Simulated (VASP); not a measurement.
Runs of VASP 6.6.1 on P. The structure is cubic, space group Fd-3m (No. 227). The conventional cell has a = 5.523 Å, b = 5.523 Å, c = 5.523 Å, α = 90.00°, β = 90.00°, γ = 90.00°. P (site symmetry -43m) has 4 P at 2.39 Å as nearest neighbours. This isn't the form of P at room conditions, which is orthorhombic.

| cell | k mesh | gap on the mesh (eV) | pressure (GPa) |
| --- | --- | --- | --- |
| Fd-3m, 21.06 Å³/atom | 16 × 16 × 16 | none | -0.1 |
| Fd-3m, 22.75 Å³/atom | 11 × 11 × 11 | none | (a) |
| Fd-3m, 18.54 Å³/atom | 11 × 11 × 11 | none | 6.2 |
| Fd-3m, 21.91 Å³/atom | 11 × 11 × 11 | none | -1.7 |

Alike in all rows: task single point; level revPBE; potentials or basis VASP PAW PBE potentials, release 64 (P); no spin polarisation; cutoff (eV) 520; smearing fermi-dirac 0.1 eV.

**Question.** Fill in the values left out.

**Answer.** (a) -3.0.

Caveats: the PAW data sets were made with another functional, which shifts forces and pressure a little.

A gap of «none» marks a metal or a gap under the smearing width.
